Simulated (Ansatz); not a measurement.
InSb, DFT, LDA, all-electron PAW with datasets made for the crystal, scalar-relativistic (Ansatz 0.2.0), run on 1 thread of Arm Neoverse V2 on a shared host.

The geometry is COD entry 1525500, unchecked; take it as a test cell. The listed cell was then made from it by scaling, straining or moving an atom.

Command: `ansatz run input.yaml --threads 1 --pin off --max-ram 6144MiB --backend cpu --events-out ev --progress --plain --runs-dir out`

```yaml
crystal:
  lattice:
    - [5.357, 0.0, 0.0]
    - [0.0, 5.712, 0.0]
    - [0.0, 0.0, 3.03237]
  atoms:
    - { symbol: In, position: [0.0, 0.0, 0.0] }
    - { symbol: In, position: [0.5, 0.5, 0.0] }
    - { symbol: Sb, position: [0.5, 0.0, 0.835] }
    - { symbol: Sb, position: [0.0, 0.5, 0.165] }
kpoints:
  mp_grid: { grid: [6, 6, 11] }
scf:
  occupations: { method: fermi_dirac, width: 0.08 }
hamiltonian:
  xc: lda
  pseudopotentials: { kind: all_electron, datasets: crystal }
output:
  forces: true
  stress: true
  eigenvalues: true
  efg: { contact_densities: true }
```

How large is the problem that the program sets up?

96 irreducible k-points, 785 plane waves at Γ, 24 bands.

Estimate the wall time and the peak memory.

35 s of wall time for 8 SCF iterations, with a peak of 0.95 GiB. Times on shared machines scatter by tens of per cent.

And the same cell and mesh by frozen-core PAW, asked for forces, stress, eigenvalues, efg, on the same hardware?

19 s, peak memory 0.54 GiB.
